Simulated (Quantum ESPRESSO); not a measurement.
**TiB2: phonon spectrum and thermodynamics under several settings**

```
CELL_PARAMETERS angstrom
3.02920 0.00000 0.00000
-1.51460 2.62336 0.00000
0.00000 0.00000 3.22840
ATOMIC_POSITIONS crystal
Ti 0.00000 0.00000 0.00000
B 0.66667 0.33333 0.50000
B 0.33333 0.66667 0.50000
```

All runs used Quantum ESPRESSO 7.5; potentials GBRV 1.5 PBEsol; relaxed cell; no spin polarisation; cutoff 612 eV; occupations methfessel-paxton, width 0.272 eV.

```tsv
level	k mesh (s: shifted)	volume (Å³/atom)	q mesh	highest frequency (cm⁻¹)	zero-point energy (meV/atom)	entropy at room temperature (k_B/atom)
PBEsol	6 × 6 × 6	?	3 × 3 × 3	?	?	?
PBEsol	8 × 8 × 6	8.37	2 × 2 × 2	913	104.1	1.08
```

Problem. What stands in the row left open?

Solution. Volume 8.38 Å³/atom; highest frequency 919 cm⁻¹; zero-point energy 102.4 meV/atom; entropy at room temperature 1.12 k_B/atom.

Caveats: some runs use coarse meshes; the mesh is thin for the phonons of a metal; λ from interpolated matrix elements is rough: modes that symmetry makes equal can differ by tens of percent.

For the row left open. Caveat: the k mesh is coarse (spacing up to 0.40 Å⁻¹), so the values aren't converged; the mesh is thin for the phonons of a metal; λ from interpolated matrix elements is rough: modes that symmetry makes equal can differ by tens of percent.
